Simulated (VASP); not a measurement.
# CoO (P3m1) in VASP: further runs

Runs on CoO. Level: PBE. Tasks: single point.

Program: VASP 6.6.1. These are calculated values, not measurements. Logs are shortened: lines on timing, memory, paths and dates and some standing lists are left out, and cuts for length are marked.

## Step 1: Starting point

The structure is hexagonal, space group P6_3mc (No. 186). The conventional cell has a = 3.198 Å, b = 3.198 Å, c = 5.229 Å, α = 90.00°, β = 90.00°, γ = 120.00°. Co (site symmetry 3m) has 4 O at 1.93 to 1.97 Å as nearest neighbours. O (site symmetry 3m) is surrounded by 4 Co at 1.93 to 1.97 Å.

Measurements of this composition are mostly on another form, of space group No. 225.

## Step 2: Single point, PBE, collinear spin, ferromagnetic start

Input file INCAR:

```
ADDGRID = F ; ALGO = Normal
EDIFF = 1E-6 ; ENCUT = 550
GGA = PE ; ISIF = 2
ISMEAR = 0 ; ISPIN = 2
LASPH = T ; LCHARG = F
LMAXMIX = 4 ; LORBIT = 11
LREAL = F ; LWAVE = F
MAGMOM = 2 2 0 0 ; NELM = 100
PREC = Accurate ; SIGMA = 0.05
```

Input file KPOINTS:

```
k-points
0
Gamma
  7 7 4
```

Input file POSCAR:

```
CoO
1.0
    3.1976457435      0.0000000000      0.0000000000
   -1.5988228718      2.7692424462      0.0000000000
    0.0000000000      0.0000000000      5.2287097100
Co O
2 2
Direct
    0.3333333333      0.6666666667      0.5033624100
    0.0000000000      0.0000000000      0.0034741400
    0.3333333333      0.6666666667      0.8715556000
    0.0000000000      0.0000000000      0.3716088500
```

Potentials or basis: VASP PAW PBE potentials, release 64 (Co, O).

Command:

```bash
> cat potpaw_PBE.64/Co/POTCAR potpaw_PBE.64/O/POTCAR > POTCAR
> mpirun -np 1 vasp_std > vasp.out
```

OUTCAR:

```text
EDIFF = 1E-6
   ENCUT = 550
   GGA = PE
   ISIF = 2
   ISMEAR = 0
   ISPIN = 2
   LASPH = T
   LORBIT = 11
   LREAL = F
   NELM = 100
   PREC = Accurate

 Found     28 irreducible k-points:

 Following reciprocal coordinates:
            Coordinates               Weight
  0.000000  0.000000  0.000000      1.000000
  0.142857  0.000000  0.000000      6.000000
  0.285714  0.000000  0.000000      6.000000
  0.428571  0.000000  0.000000      6.000000
  0.142857  0.142857  0.000000      6.000000
  0.285714  0.142857  0.000000     12.000000
   k-points           NKPTS =     28   k-points in BZ     NKDIM =     28   number of bands    NBANDS=     21
   number of dos      NEDOS =    301   number of ions     NIONS =      4
   total plane-waves  NPLWV =  23040
   dimension x,y,z NGX =    24 NGY =   24 NGZ =   40
   dimension x,y,z NGXF=    48 NGYF=   48 NGZF=   80
   ions per type =               2   2
   NGX,Y,Z   is equivalent  to a cutoff of  12.48, 12.48, 12.72 a.u.
   NGXF,Y,Z  is equivalent  to a cutoff of  24.96, 24.96, 25.44 a.u.
 SYSTEM =  unknown system
   PREC   = accura    normal or accurate (medium, high low for compatibility)
   ISTART =      0    job   : 0-new  1-cont  2-samecut
   ICHARG =      2    charge: 1-file 2-atom 10-const
   ISPIN  =      2    spin polarized calculation?
   LNONCOLLINEAR =      F non collinear calculations
   LSORBIT =      F    spin-orbit coupling
   LASPH  =      T    aspherical Exc in radial PAW
   ENCUT  =  550.0 eV  40.42 Ry    6.36 a.u.   6.11  6.11 10.00*2*pi/ulx,y,z
   NELM   =    100;   NELMIN=  2; NELMDL= -5     # of ELM steps
   EDIFF  = 0.1E-05   stopping-criterion for ELM
   LREAL  =      F    real-space projection
   EDIFFG = 0.1E-04   stopping-criterion for IOM
   NSW    =      0    number of steps for IOM
   IBRION =     -1    ionic relax: 0-MD 1-quasi-New 2-CG
   NFREE  =      0    steps in history (QN), initial steepest desc. (CG)
   ISIF   =      2    stress and relaxation
   ISYM   =      2    0-nonsym 1-usesym 2-fastsym
   POTIM  = 0.5000    time-step for ionic-motion
   TEBEG  =    0.0;   TEEND  =   0.0 temperature during run
   PSTRESS=    0.0 pullay stress
   NELECT =      30.0000    total number of electrons
   NUPDOWN=      -1.0000    fix difference up-down
   EMIN   =  10.00;   EMAX   =-10.00  energy-range for DOS
   EFERMI =   0.00;   METHOD = LEGACY
   ISMEAR =     0;   SIGMA  =   0.05  broadening in eV -4-tet -1-fermi 0-gaus
   EFERMI_NEDOS =   21; number of points for ismear=-14 and -15
   IALGO  =     38    algorithm
   IMIX   =      4    mixing-type and parameters
     AMIX     =   0.40;   BMIX     =  1.00
     AMIX_MAG =   1.60;   BMIX_MAG =  1.00
  volume/ion in A,a.u.               =      11.58        78.11
  Fermi-wavevector in a.u.,A,eV,Ry     =   1.416620  2.677023 27.304329  2.006812
  Thomas-Fermi vector in A             =   2.537935
   LORBIT       =     11    0 simple, 1 ext, 2 COOP (PROOUT), +10 PAW based schemes
   GGA     = PE    functional components
   LHFCALC =     F    Hartree Fock is set to
   AEXX    =    0.0000 exact exchange contribution
   IVDW    =     0    specifies the selected vdW correction
   LEPSILON=     F    determine dielectric tensor
   LRPA    =     F    only Hartree local field effects (RPA)
 spin polarized calculation
 Gauss-broadening in eV      SIGMA  =   0.05
  energy-cutoff  :      550.00
  volume of cell :       46.30
 maximum number of plane-waves:      1376
   NGX = 13   NGY = 13   NGZ = 19

 number of electron      30.0000008 magnetization       5.9169409

 Free energy of the ion-electron system (eV)
  ---------------------------------------------------
  ext. energy  EPLUGINS =         0.00000000
  ---------------------------------------------------
  free energy    TOTEN  =       -26.61895539 eV

  energy without entropy =      -26.61689415  energy(sigma->0) =      -26.61792477

 E-fermi :   6.0454     XC(G=0): -11.1097

 val. band max:        6.0248161116   @ k =   0.0000   0.0000   0.2500
 cond. band min:       6.0737633734   @ k =   0.1429   0.0000   0.0000
 fundamental gap:      0.0489472618
 Fermi energy:         6.0454203169

 spin component 1

 k-point     1 :       0.0000    0.0000    0.0000
  band No.  band energies     occupation
      1     -13.9640      1.00000
      2     -13.3339      1.00000
      3      -0.9952      1.00000
      4      -0.2195      1.00000
      5      -0.0584      1.00000
      6      -0.0584      1.00000
[... 118 lines left out ...]
      5       0.0420      1.00000
      6       0.1626      1.00000
[... 13 lines left out ...]
     20      13.0657      0.00000
     21      14.1457      0.00000

 [... further k-points ...]

 spin component 2

 k-point     1 :       0.0000    0.0000    0.0000
  band No.  band energies     occupation
      1     -13.3977      1.00000
      2     -12.7344      1.00000
      3      -0.4497      1.00000
      4       1.0993      1.00000
      5       1.2483      1.00000
      6       1.2483      1.00000
[... 118 lines left out ...]
      5       0.7100      1.00000
      6       1.1930      1.00000
[... 13 lines left out ...]
     20      14.1700      0.00000
     21      14.9382      0.00000

 [... further k-points ...]

------------------------ aborting loop because EDIFF is reached ----------------------------------------

  FORCE on cell =-STRESS in cart. coord.  units (eV):
  Direction    XX          YY          ZZ          XY          YZ          ZX
  --------------------------------------------------------------------------------------
  -------------------------------------------------------------------------------------
  Total        0.1726020      0.1726020      1.1260342     -0.0000000      0.0000000     -0.0000000
  in kB        5.9726972      5.9726972     38.9651443     -0.0000000      0.0000000     -0.0000000
  external PRESSURE =      16.9701795 kB  Pullay stress =       0.0000000 kB

 VOLUME and BASIS-vectors are now :
 -----------------------------------------------------------------------------
  energy-cutoff  :      550.00
  volume of cell :       46.30
      direct lattice vectors                 reciprocal lattice vectors
     3.197645743  0.000000000  0.000000000     0.312730077  0.180554794  0.000000000
    -1.598822872  2.769242446  0.000000000     0.000000000  0.361109588  0.000000000
     0.000000000  0.000000000  5.228709710     0.000000000  0.000000000  0.191251773

 POSITION                                       TOTAL-FORCE (eV/Angst)
 -----------------------------------------------------------------------------------
     -0.00000      1.84616      2.63194        -0.000000      0.000000     -0.299364
      0.00000      0.00000      0.01817        -0.000000      0.000000     -0.306266
     -0.00000      1.84616      4.55711         0.000000     -0.000000      0.303582
      0.00000      0.00000      1.94303        -0.000000      0.000000      0.302048
 -----------------------------------------------------------------------------------
    total drift:                               -0.000000     -0.000001     -0.000967

  FREE ENERGIE OF THE ION-ELECTRON SYSTEM (eV)
  ---------------------------------------------------
  free  energy   TOTEN  =       -26.6189553859 eV

  energy  without entropy=      -26.6168941549  energy(sigma->0) =      -26.61792477

 total charge

# of ion       s       p       d       tot
------------------------------------------
    1        0.349   0.435   7.189   7.972
    2        0.349   0.435   7.189   7.972
    3        1.548   3.449   0.000   4.997
    4        1.548   3.449   0.000   4.998
--------------------------------------------------
tot          3.794   7.768  14.377  25.939

 magnetization (x)

# of ion       s       p       d       tot
------------------------------------------
    1        0.016   0.060   2.442   2.518
    2        0.016   0.060   2.442   2.518
    3        0.022   0.297   0.000   0.319
    4        0.022   0.297   0.000   0.319
--------------------------------------------------
tot          0.076   0.715   4.883   5.674
```

OSZICAR:

```text
N       E                     dE             d eps       ncg     rms          rms(c)
DAV:   1     0.264434927056E+03    0.26443E+03   -0.14853E+04  2352   0.176E+03
DAV:   2     0.347999489777E+01   -0.26095E+03   -0.24158E+03  2412   0.370E+02
[... 11 lines left out ...]
DAV:  14    -0.266188251226E+02    0.38470E-04   -0.66392E-04  2855   0.375E-01    0.103E-01
DAV:  15    -0.266189105022E+02   -0.85380E-04   -0.26712E-04  2834   0.214E-01    0.770E-02
DAV:  16    -0.266189397250E+02   -0.29223E-04   -0.10236E-04  3520   0.146E-01    0.336E-02
DAV:  17    -0.266189518956E+02   -0.12171E-04   -0.34110E-05  3357   0.625E-02    0.175E-02
DAV:  18    -0.266189544202E+02   -0.25246E-05   -0.55288E-06  1985   0.256E-02    0.107E-02
DAV:  19    -0.266189553859E+02   -0.96572E-06   -0.41767E-06  1652   0.270E-02
   1 F= -.26618955E+02 E0= -.26617925E+02  d E =-.206123E-02  mag=     5.9174
```

Wall time 65 s (1 thread of Intel Xeon Platinum 8375C at 2.90GHz (Ice Lake), shared host); peak memory 0.2 GiB.

These settings aren't checked as converged: the numbers below hold their error.

Results:

```yaml
Free_energy: -26.6190 eV
Pressure: 1.7 GPa
Largest_force: 0.306 eV/Å
Band_gap_on_the_k_mesh: none (metal or under the smearing width)
Net_moment: 5.92 μB per cell
Site_moments: Co +2.52; O +0.32 μB
Valence_electrons_inside_the_program's_atomic_spheres: Co 7.97; O 5.00
```

Caveat: semilocal functionals often make such compounds metallic where correlation or magnetic order opens a gap, which also shifts bond lengths.

## Step 3: Single point, PBE, collinear spin, ferromagnetic start

Edit INCAR of step 2 so:

```diff
@@ -8,2 +8,2 @@
 MAGMOM = 2 2 0 0 ; NELM = 100
-PREC = Accurate ; SIGMA = 0.05
+PREC = Low ; SIGMA = 0.05
```

KPOINTS is that of step 2.

POSCAR is that of step 2.

Potentials or basis: VASP PAW PBE potentials, release 64 (Co, O).

Command:

```bash
> cat potpaw_PBE.64/Co/POTCAR potpaw_PBE.64/O/POTCAR > POTCAR
> mpirun -np 1 vasp_std > vasp.out
```

Wall time 58 s (1 thread of Intel Xeon Platinum 8375C at 2.90GHz (Ice Lake), shared host); peak memory 0.15 GiB.

These settings aren't checked as converged: the numbers below hold their error.

Results:

| Item | Value |
| --- | --- |
| Free energy | -26.6235 eV |
| Pressure | 1.7 GPa |
| Largest force | 0.307 eV/Å |
| Band gap on the k mesh | none (metal or under the smearing width) |
| Net moment | 5.92 μB per cell |
| Site moments | Co +2.52; O +0.32 μB |
| Valence electrons inside the program's atomic spheres | Co 7.97; O 5.00 |

Caveat: semilocal functionals often make such compounds metallic where correlation or magnetic order opens a gap, which also shifts bond lengths.

## Step 4: Single point, PBE, collinear spin, ferromagnetic start

Edit INCAR of step 3 so:

```diff
@@ -8,2 +8,2 @@
 MAGMOM = 2 2 0 0 ; NELM = 100
-PREC = Low ; SIGMA = 0.05
+PREC = Normal ; SIGMA = 0.05
```

KPOINTS is that of step 3.

POSCAR is that of step 3.

Potentials or basis: VASP PAW PBE potentials, release 64 (Co, O).

Command:

```bash
> cat potpaw_PBE.64/Co/POTCAR potpaw_PBE.64/O/POTCAR > POTCAR
> mpirun -np 1 vasp_std > vasp.out
```

OUTCAR:

```text
EDIFF = 1E-6
   ENCUT = 550
   GGA = PE
   ISIF = 2
   ISMEAR = 0
   ISPIN = 2
   LASPH = T
   LORBIT = 11
   LREAL = F
   NELM = 100
   PREC = Normal

 Found     28 irreducible k-points:

 Following reciprocal coordinates:
            Coordinates               Weight
  0.000000  0.000000  0.000000      1.000000
  0.142857  0.000000  0.000000      6.000000
  0.285714  0.000000  0.000000      6.000000
  0.428571  0.000000  0.000000      6.000000
  0.142857  0.142857  0.000000      6.000000
  0.285714  0.142857  0.000000     12.000000
   k-points           NKPTS =     28   k-points in BZ     NKDIM =     28   number of bands    NBANDS=     21
   number of dos      NEDOS =    301   number of ions     NIONS =      4
   total plane-waves  NPLWV =   9720
   dimension x,y,z NGX =    18 NGY =   18 NGZ =   30
   dimension x,y,z NGXF=    36 NGYF=   36 NGZF=   60
   ions per type =               2   2
   NGX,Y,Z   is equivalent  to a cutoff of   9.36,  9.36,  9.54 a.u.
   NGXF,Y,Z  is equivalent  to a cutoff of  18.72, 18.72, 19.08 a.u.
 SYSTEM =  unknown system
   PREC   = normal    normal or accurate (medium, high low for compatibility)
   ISTART =      0    job   : 0-new  1-cont  2-samecut
   ICHARG =      2    charge: 1-file 2-atom 10-const
   ISPIN  =      2    spin polarized calculation?
   LNONCOLLINEAR =      F non collinear calculations
   LSORBIT =      F    spin-orbit coupling
   LASPH  =      T    aspherical Exc in radial PAW
   ENCUT  =  550.0 eV  40.42 Ry    6.36 a.u.   6.11  6.11 10.00*2*pi/ulx,y,z
   NELM   =    100;   NELMIN=  2; NELMDL= -5     # of ELM steps
   EDIFF  = 0.1E-05   stopping-criterion for ELM
   LREAL  =      F    real-space projection
   EDIFFG = 0.1E-04   stopping-criterion for IOM
   NSW    =      0    number of steps for IOM
   IBRION =     -1    ionic relax: 0-MD 1-quasi-New 2-CG
   NFREE  =      0    steps in history (QN), initial steepest desc. (CG)
   ISIF   =      2    stress and relaxation
   ISYM   =      2    0-nonsym 1-usesym 2-fastsym
   POTIM  = 0.5000    time-step for ionic-motion
   TEBEG  =    0.0;   TEEND  =   0.0 temperature during run
   PSTRESS=    0.0 pullay stress
   NELECT =      30.0000    total number of electrons
   NUPDOWN=      -1.0000    fix difference up-down
[... 37 lines left out ...]

 val. band max:        6.0248228367   @ k =   0.0000   0.0000   0.2500
 cond. band min:       6.0737540842   @ k =   0.1429   0.0000   0.0000
 fundamental gap:      0.0489312475
 Fermi energy:         6.0454250222

 spin component 1

 k-point     1 :       0.0000    0.0000    0.0000
  band No.  band energies     occupation
      1     -13.9639      1.00000
      2     -13.3338      1.00000
      3      -0.9952      1.00000
      4      -0.2195      1.00000
      5      -0.0584      1.00000
      6      -0.0584      1.00000
[... 133 lines left out ...]
     20      13.0657      0.00000
     21      14.1457      0.00000

 [... further k-points ...]

 spin component 2

 k-point     1 :       0.0000    0.0000    0.0000
  band No.  band energies     occupation
      1     -13.3976      1.00000
      2     -12.7343      1.00000
      3      -0.4496      1.00000
      4       1.0993      1.00000
      5       1.2483      1.00000
      6       1.2483      1.00000
[... 133 lines left out ...]
     20      14.1700      0.00000
     21      14.9383      0.00000

 [... further k-points ...]

------------------------ aborting loop because EDIFF is reached ----------------------------------------

  FORCE on cell =-STRESS in cart. coord.  units (eV):
  Direction    XX          YY          ZZ          XY          YZ          ZX
  --------------------------------------------------------------------------------------
  -------------------------------------------------------------------------------------
  Total        0.1777356      0.1777356      1.1243842     -0.0000000      0.0000000      0.0000000
  in kB        6.1503400      6.1503400     38.9080487     -0.0000000      0.0000000      0.0000000
  external PRESSURE =      17.0695762 kB  Pullay stress =       0.0000000 kB

 VOLUME and BASIS-vectors are now :
 -----------------------------------------------------------------------------
  energy-cutoff  :      550.00
  volume of cell :       46.30
      direct lattice vectors                 reciprocal lattice vectors
     3.197645743  0.000000000  0.000000000     0.312730077  0.180554794  0.000000000
    -1.598822872  2.769242446  0.000000000     0.000000000  0.361109588  0.000000000
     0.000000000  0.000000000  5.228709710     0.000000000  0.000000000  0.191251773

 POSITION                                       TOTAL-FORCE (eV/Angst)
 -----------------------------------------------------------------------------------
     -0.00000      1.84616      2.63194         0.000000      0.000000     -0.298453
      0.00000      0.00000      0.01817        -0.000000      0.000000     -0.305349
     -0.00000      1.84616      4.55711        -0.000000      0.000000      0.302669
      0.00000      0.00000      1.94303         0.000000     -0.000000      0.301133
 -----------------------------------------------------------------------------------
    total drift:                                0.000007      0.000012     -0.001233

  FREE ENERGIE OF THE ION-ELECTRON SYSTEM (eV)
  ---------------------------------------------------
  free  energy   TOTEN  =       -26.6191649958 eV

  energy  without entropy=      -26.6171037968  energy(sigma->0) =      -26.61813440

 total charge

# of ion       s       p       d       tot
------------------------------------------
    1        0.349   0.435   7.189   7.972
    2        0.349   0.435   7.189   7.972
    3        1.548   3.449   0.000   4.997
    4        1.548   3.449   0.000   4.998
--------------------------------------------------
tot          3.794   7.768  14.377  25.939

 magnetization (x)

# of ion       s       p       d       tot
------------------------------------------
    1        0.016   0.060   2.442   2.518
    2        0.016   0.060   2.442   2.518
    3        0.022   0.297   0.000   0.319
    4        0.022   0.297   0.000   0.319
--------------------------------------------------
tot          0.076   0.715   4.883   5.674
```

OSZICAR:

```text
N       E                     dE             d eps       ncg     rms          rms(c)
DAV:   1     0.264434165213E+03    0.26443E+03   -0.14853E+04  2352   0.176E+03
DAV:   2     0.347964164171E+01   -0.26095E+03   -0.24158E+03  2412   0.370E+02
[... 11 lines left out ...]
DAV:  14    -0.266190347869E+02    0.38509E-04   -0.66400E-04  2855   0.375E-01    0.103E-01
DAV:  15    -0.266191201429E+02   -0.85356E-04   -0.26712E-04  2834   0.214E-01    0.770E-02
DAV:  16    -0.266191493421E+02   -0.29199E-04   -0.10233E-04  3520   0.146E-01    0.336E-02
DAV:  17    -0.266191615083E+02   -0.12166E-04   -0.34118E-05  3357   0.625E-02    0.175E-02
DAV:  18    -0.266191640299E+02   -0.25217E-05   -0.55298E-06  1985   0.256E-02    0.107E-02
DAV:  19    -0.266191649958E+02   -0.96586E-06   -0.41765E-06  1652   0.270E-02
   1 F= -.26619165E+02 E0= -.26618134E+02  d E =-.206120E-02  mag=     5.9175
```

stdout:

```text
POSCAR found type information on POSCAR CoO
 POSCAR found :  2 types and       4 ions
 scaLAPACK will be used
 LDA part: xc-table for (Slater+PW92), standard interpolation
 POSCAR, INCAR and KPOINTS ok, starting setup
 FFT: planning ... GRIDC
 FFT: planning ... GRID_SOFT
 FFT: planning ... GRID
 WAVECAR not read
 entering main loop
```

Run time: 52 s. Hardware: 1 thread of Intel Xeon Platinum 8375C at 2.90GHz (Ice Lake), shared host; peak memory 0.17 GiB.

These settings aren't checked as converged: the numbers below hold their error.

What came out:

| Property | Result |
| --- | --- |
| Free energy | -26.6192 eV |
| Pressure | 1.7 GPa |
| Largest force | 0.305 eV/Å |
| Band gap on the k mesh | none (metal or under the smearing width) |
| Net moment | 5.92 μB per cell |
| Site moments | Co +2.52; O +0.32 μB |
| Valence electrons inside the program's atomic spheres | Co 7.97; O 5.00 |

Caveat: semilocal functionals often make such compounds metallic where correlation or magnetic order opens a gap, which also shifts bond lengths.
